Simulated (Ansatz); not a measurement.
## CdS, space group F-43m: a convergence test of the k-point mesh, step by step

Program: Ansatz 0.2.0 through its Python package.

Run as a notebook:

In [1]:
```python
import warnings

import ansatz as az
from tabulate import tabulate

warnings.simplefilter("ignore", az.DeckWarning)
```

In [2]:
```python
lattice = az.Lattice.of(
    [0.0, 2.9165, 2.9165],
    [2.9165, 0.0, 2.9165],
    [2.9165, 2.9165, 0.0],
)
sites = [
    ("Cd", [0.0, 0.0, 0.0]),
    ("S", [0.25, 0.25, 0.25]),
]
structure = az.Crystal(lattice=lattice)
for symbol, position in sites:
    structure = structure.atom(symbol, position)
```

In [3]:
```python
[site.symbol for site in structure.resolved().sites]
```
Out [3]:
```text
['Cd', 'S']
```

In [4]:
```python
model = (
    structure.calculation()
    .functional("pbesol")
    .pseudopotentials("paw")
    .occupations(az.OccupationsMethod.METHFESSEL_PAXTON)
    .stress()
)
```

In [5]:
```python
rows = []
for value in [(2, 2, 2), (4, 4, 4), (6, 6, 6), (8, 8, 8)]:
    r = model.kpoints(*value).run(threads=1).report
    rows.append((value, r["free_energy_ev"] / len(r["lattice"]["sites"]), r["n_iterations"], sum(r["stress_gpa"][i][i] for i in range(3)) / 3, r["n_kpoints"]))

print(tabulate(rows, headers=["mesh", "F/atom (eV)", "iterations", "P (GPa)", "k-points"], floatfmt=".4f", tablefmt="github"))
```
```text
| mesh      |   F/atom (eV) |   iterations |   P (GPa) |   k-points |
|-----------|---------------|--------------|-----------|------------|
| (2, 2, 2) |    -4534.6170 |            6 |    3.1011 |          3 |
| (4, 4, 4) |    -4535.0932 |            6 |   -0.0993 |          8 |
| (6, 6, 6) |    -4535.1102 |            6 |   -0.2626 |         16 |
| (8, 8, 8) |    -4535.1114 |            6 |   -0.2711 |         29 |
```

In [6]:
```python
for row in rows[:-1]:
    shift = 1000 * (row[1] - rows[-1][1])
    print(f"{row[0]}: {shift:+.2f} meV/atom" + ("  (within 5 meV)" if abs(shift) < 5 else ""))
```
```text
(2, 2, 2): +494.43 meV/atom
(4, 4, 4): +18.20 meV/atom
(6, 6, 6): +1.25 meV/atom  (within 5 meV)
```

From 6×6×6 on it stays within 5 meV an atom of the value at 8×8×8; the first row (2×2×2) is off by 494.4 meV and the last but one by 1.25 meV. That rests on few rows after larger swings, so the series isn't shown to be converged. The pressure moves from 3.10 to -0.27 GPa.

Caveats:
- Pressure is positive in compression.
- The structure is a deposited one; some such entries were measured under pressure or heat, so a shift against it needn't be the functional's error alone.
- Shifts are counted from the finest mesh, which is itself no proven limit.
- Run time: 5.7 s on 1 thread of Arm Neoverse V1, on a shared host, peak memory 0.37 GiB.
